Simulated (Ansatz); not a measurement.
CoO:

```
CELL_PARAMETERS angstrom
-1.50800 1.50800 2.10725
1.50800 -1.50800 2.10725
1.50800 1.50800 -2.10725
ATOMIC_POSITIONS crystal
Co 0.00000 0.00000 0.00000
O 0.50000 0.50000 0.00000
```

Base run:

| Item | Value |
| --- | --- |
| Program | Ansatz 0.2.0 |
| Functional | PBEsol |
| Potentials or basis | all-electron PAW datasets made for the crystal |
| Cutoff | 420 eV |
| Density cutoff | 1680 eV |
| k mesh | 12 × 12 × 12 |
| Occupations | fermi-dirac, width 0.05 eV |
| Spin | collinear spin, ferromagnetic start |
| Starting moments | [2.0, 0.0] μB |

Its results: pressure -9.2 GPa; net moment 2.94 μB per cell; site moments Co +2.49; O +0.34 μB.

Q: After a change of settings the same cell gave: pressure -8.2 GPa; net moment 2.92 μB per cell; site moments Co +2.56; O +0.34 μB. Which change was it?
A. potentials or basis from all-electron PAW datasets made for the crystal to all-electron LAPW, non-relativistic; cutoff from 420 eV to 369 eV; density cutoff from 1680 eV to 1475 eV
B. potentials or basis from all-electron PAW datasets made for the crystal to all-electron LAPW, inner shells corrected to Dirac's equation; cutoff from 420 eV to 369 eV; density cutoff from 1680 eV to 1474 eV
C. functional from PBEsol to PBE; potentials or basis from all-electron PAW datasets made for the crystal to all-electron LAPW, scalar-relativistic; cutoff from 420 eV to 369 eV; density cutoff from 1680 eV to 1475 eV
D. potentials or basis from all-electron PAW datasets made for the crystal to all-electron LAPW, scalar-relativistic; cutoff from 420 eV to 369 eV; density cutoff from 1680 eV to 1474 eV

A: A.

Caveats: a cell with one magnetic atom can't hold antiferromagnetic order, which such compounds often take.

Not every run made on this cell is shown here.
